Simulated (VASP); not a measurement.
Here is a VASP 6.6.1 calculation.

File INCAR:

```
PREC = Accurate
ENCUT = 520
EDIFF = 1E-7
ISMEAR = 0
SIGMA = 0.1
LREAL = False
LASPH = True
NELM = 80
ALGO = Fast
ISIF = 3
LWAVE = False
LCHARG = False
GGA = PS
IBRION = 2
NSW = 80
EDIFFG = -0.002
PSTRESS = 1000
```

KPOINTS

```
regular mesh
0
Gamma
  10 10 10
```

The input POSCAR:

```
Hf                                      
1.0
   -1.5380061004      1.5380061004      1.5380061004
    1.5380061004     -1.5380061004      1.5380061004
    1.5380061004      1.5380061004     -1.5380061004
  Hf            
     1
Direct
     0.0000000000000000    0.0000000000000000    0.0000000000000000
```

Potentials or basis: VASP PAW PBE potentials, release 64 (Hf_pv).

Launch:

```console
$ cat potpaw_PBE.64/Hf_pv/POTCAR > POTCAR
$ mpirun -np 1 vasp_std > vasp.out
```

Predict the relaxed volume.

13.64 Å³/atom.

Estimate the space group after relaxing (to 0.05 Å).

Im-3m (No. 229).

Final structure:
```
Hf
1.0
    -1.50506    1.50506    1.50506
     1.50506   -1.50506    1.50506
     1.50506    1.50506   -1.50506
Hf
1
Direct
  0.00000 0.00000 0.00000
```

Caveat: the cell is relaxed towards a set pressure, so the enthalpy falls and the energy may rise; the PAW data sets were made with another functional, which shifts forces and pressure a little. The run has no spin-orbit coupling, so splittings on Hf are missing.
